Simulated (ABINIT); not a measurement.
# Si2Mo (I4/mmm) in ABINIT: settings compared

The runs below take Si2Mo through single point, relaxation of cell and atoms, with PBE, LDA.

Everything below comes from runs of ABINIT 10.8.3 (patched build). Logs are shortened: lines on timing, memory, paths and dates and some standing lists are left out, and cuts for length are marked. The log counts tension as positive stress, the text compression.

## (1) The structure

Symmetry: I4/mmm, No. 139, tetragonal system. Conventional cell: a = 3.200 Å, b = 3.200 Å, c = 7.861 Å, α = 90.00°, β = 90.00°, γ = 90.00°. Mo (site symmetry 4/mmm) has 10 Si at 2.62 Å as nearest neighbours. Around Si (site symmetry 4mm) lie 5 Si at 2.61 to 2.63 Å and 5 Mo at 2.62 Å.

## (2) Single point, PBE

Contents of run.abi:

```
# Pseudopotentials
pp_dirpath "./"
pseudos "Mo.upf, Si.upf"

# Structure
acell 3*1.0 Angstrom
rprim
    -1.6000000000     1.6000000000     3.9305000000
     1.6000000000    -1.6000000000     3.9305000000
     1.6000000000     1.6000000000    -3.9305000000
ntypat 2
znucl 42 14
natom 3
typat 1 2 2
xred
     0.0000000000     0.0000000000     0.0000000000
     0.6670000000     0.6670000000     0.0000000000
     0.3330000000     0.3330000000     0.0000000000

# Plane-wave basis
ecut 36.0

# k points
kptopt 1
ngkpt 9 9 9
nshiftk 1
shiftk 0.0 0.0 0.0

# Exchange and correlation
ixc 11

# Bands and occupations
nband 15
occopt 3
tsmear 0.05 eV

# SCF cycle
nstep 100
tolvrs 1.0e-10

# Output
iomode 3
prtwf 0
prtden 0
prteig 0
prtebands 0
enunit 2
```

Potentials or basis: PseudoDojo NC SR PBE v0.4 stringent.

Run with:

```console
mpirun --bind-to none -np 4 abinit run.abi > log 2>&1
```

run.abo:

```text
.Version 10.8.3 of ABINIT
 Symmetries : space group I4/m m m (#139); Bravais tI (body-center tetrag.)
================================================================================
 Values of the parameters that define the memory need of the present run
     intxc =       0    ionmov =       0      iscf =       7    lmnmax =       6
     lnmax =       6     mgfft =      48  mpssoang =       3    mqgrid =    3001
     natom =       3  nloc_mem =       1    nspden =       1   nspinor =       1
    nsppol =       1      nsym =      16    n1xccc =    2501    ntypat =       2
    occopt =       3   xclevel =       2
       mpw =        2819          nfft =      110592          nkpt =          75
================================================================================
================================================================================

--------------------------------------------------------------------------------
------------- Echo of variables that govern the present computation ------------
--------------------------------------------------------------------------------
 -outvars: echo values of preprocessed input variables --------
            acell      1.8897261259E+00  1.8897261259E+00  1.8897261259E+00 Bohr
              amu      9.59400000E+01  2.80855000E+01
             ecut      3.60000000E+01 Hartree
           enunit           2
                       outvar_i_n : Printing only first  50 k-points.
              ixc          11
                       outvar_i_n : Printing only first  50 k-points.
         kptrlatt        9    0    0      0    9    0      0    0    9
          kptrlen      5.44241124E+01
            natom           3
            nband          15
            ngfft          48      48      48
             nkpt          75
            nstep         100
             nsym          16
           ntypat           2
                       prtocc : prtvol=0, do not print more k-points.
           occopt           3
           prtden           0
        prtebands           0
           prteig           0
            prtwf           0
            rprim     -1.6000000000E+00  1.6000000000E+00  3.9305000000E+00
                       1.6000000000E+00 -1.6000000000E+00  3.9305000000E+00
                       1.6000000000E+00  1.6000000000E+00 -3.9305000000E+00
          spgroup         139
           tolvrs      1.00000000E-10
           tsmear      1.83746611E-03 Hartree
            typat      1  2  2
                       outvars : Printing only first  50 k-points.
           xangst      0.0000000000E+00  0.0000000000E+00  0.0000000000E+00
                      -1.6010804650E-16  7.3892566348E-17  5.2432870000E+00
                      -2.4790727546E-17 -1.8252383232E-17  2.6177130000E+00
            xcart      0.0000000000E+00  0.0000000000E+00  0.0000000000E+00
                      -3.0256035843E-16  1.3963671314E-16  9.9083764295E+00
                      -4.6847685524E-17 -3.4492005453E-17  4.9467606462E+00
             xred      0.0000000000E+00  0.0000000000E+00  0.0000000000E+00
                       6.6700000000E-01  6.6700000000E-01 -2.6942337546E-17
[... 122 lines left out ...]
    1      0.00000000000000     0.00000000000000     0.00000000000000
    2     -0.00000000000000     0.00000000000000     5.24328700000000
    3     -0.00000000000000    -0.00000000000000     2.61771300000000

 cartesian forces (hartree/bohr) at end:
    1      0.00000000000000     0.00000000000000    -0.00000000000000
    2      0.00000000000000     0.00000000000000    -0.00589150338318
    3     -0.00000000000000    -0.00000000000000     0.00589150338318
 frms,max,avg= 2.7772813E-03 5.8915034E-03   0.000E+00  0.000E+00  0.000E+00 h/b

 cartesian forces (eV/Angstrom) at end:
    1      0.00000000000000     0.00000000000000    -0.00000000000000
    2      0.00000000000000     0.00000000000000    -0.30295328471231
    3     -0.00000000000000    -0.00000000000000     0.30295328471231
 frms,max,avg= 1.4281355E-01 3.0295328E-01   0.000E+00  0.000E+00  0.000E+00 e/A
 length scales=  1.889726125908  1.889726125908  1.889726125908 bohr
              =  1.000000000000  1.000000000000  1.000000000000 angstroms
 Fermi (or HOMO) energy (hartree) =   0.46155   Average Vxc (hartree)=  -0.45491
 Eigenvalues (hartree) for nkpt=  75  k points:
 kpt#   1, nband= 15, wtk=  0.00137, kpt=  0.0000  0.0000  0.0000 (reduced coord)
  -1.76865   -0.81920   -0.81536   -0.81536   -0.03094    0.23083    0.33633    0.35306
   0.36616    0.36616    0.47922    0.57681    0.57869    0.59782    0.60304
      occupation numbers for kpt#   1
   2.00000    2.00000    2.00000    2.00000    2.00000    2.00000    2.00000    2.00000
   2.00000    2.00000    0.00013    0.00000    0.00000    0.00000    0.00000
 prteigrs : prtvol=0 or 1, do not print more k-points.

 Fermi (or HOMO) energy (eV) =  12.55929   Average Vxc (eV)= -12.37863
 Eigenvalues (   eV  ) for nkpt=  75  k points:
 kpt#   1, nband= 15, wtk=  0.00137, kpt=  0.0000  0.0000  0.0000 (reduced coord)
 -48.12730  -22.29151  -22.18708  -22.18708   -0.84197    6.28119    9.15188    9.60722
   9.96374    9.96374   13.04022   15.69571   15.74701   16.26744   16.40943
 prteigrs : prtvol=0 or 1, do not print more k-points.

--- !EnergyTerms
iteration_state     : {dtset: 1, }
comment             : Components of total free energy in Hartree
kinetic             :  2.57010368314590E+01
hartree             :  1.50106583484373E+01
xc                  : -1.35872688985875E+01
Ewald energy        : -6.27502804158359E+01
psp_core            :  2.80606963207692E+00
local_psp           : -5.56382468270571E+01
non_local_psp       :  9.66275625421462E+00
internal            : -7.87952750752927E+01
'-kT*entropy'       : -1.07021547995357E-04
total_energy        : -7.87953820968407E+01
total_energy_eV     : -2.14413157663679E+03
band_energy         : -4.43660140024308E+00
...

 Cartesian components of stress tensor (hartree/bohr^3)
  sigma(1 1)= -8.89842009E-05  sigma(3 2)=  0.00000000E+00
  sigma(2 2)= -8.89842009E-05  sigma(3 1)=  0.00000000E+00
  sigma(3 3)= -3.88854534E-05  sigma(2 1)=  0.00000000E+00

-Cartesian components of stress tensor (GPa)         [Pressure=  2.1267E+00 GPa]
- sigma(1 1)= -2.61800558E+00  sigma(3 2)=  0.00000000E+00
- sigma(2 2)= -2.61800558E+00  sigma(3 1)=  0.00000000E+00
- sigma(3 3)= -1.14404954E+00  sigma(2 1)=  0.00000000E+00

== END DATASET(S) ==============================================================
================================================================================

 -outvars: echo values of variables after computation  --------
            acell      1.8897261259E+00  1.8897261259E+00  1.8897261259E+00 Bohr
           etotal     -7.8795382097E+01
            fcart      9.3369474872E-20  9.3369474872E-20 -2.8912057933E-19
                       1.4260438036E-19  1.8773278563E-18 -5.8915033832E-03
                      -2.3597385523E-19 -1.9706973312E-18  5.8915033832E-03
            rprim     -1.6000000000E+00  1.6000000000E+00  3.9305000000E+00
                       1.6000000000E+00 -1.6000000000E+00  3.9305000000E+00
                       1.6000000000E+00  1.6000000000E+00 -3.9305000000E+00
           strten     -8.8984200853E-05 -8.8984200853E-05 -3.8885453394E-05
                       0.0000000000E+00  0.0000000000E+00  0.0000000000E+00
           xangst      0.0000000000E+00  0.0000000000E+00  0.0000000000E+00
                      -1.6010804650E-16  7.3892566348E-17  5.2432870000E+00
                      -2.4790727546E-17 -1.8252383232E-17  2.6177130000E+00
             xred      0.0000000000E+00  0.0000000000E+00  0.0000000000E+00
                       6.6700000000E-01  6.6700000000E-01 -2.6942337546E-17
                       3.3300000000E-01  3.3300000000E-01 -1.3450972118E-17
 Calculation completed.
```

Wall time 35 s (4 MPI ranks of Arm Neoverse V2, shared host); peak memory 0.36 GiB.

What came out:

- Free energy: -2144.1316 eV
- Pressure: 2.1 GPa
- Largest force: 0.303 eV/Å
- Band gap on the k mesh: none (metal or under the smearing width)
- Valence electrons inside the program's atomic spheres: Mo 10.61; Si 1.77

Forces in eV/Å, atoms in the order of the input:
```
Mo   0.000  0.000  0.000
Si   0.000  0.000 -0.303
Si   0.000  0.000  0.303
```

Stress tensor (GPa, compression positive):
```
2.62 0.00 0.00
0.00 2.62 0.00
0.00 0.00 1.14
```

[end of part 1 of 2]
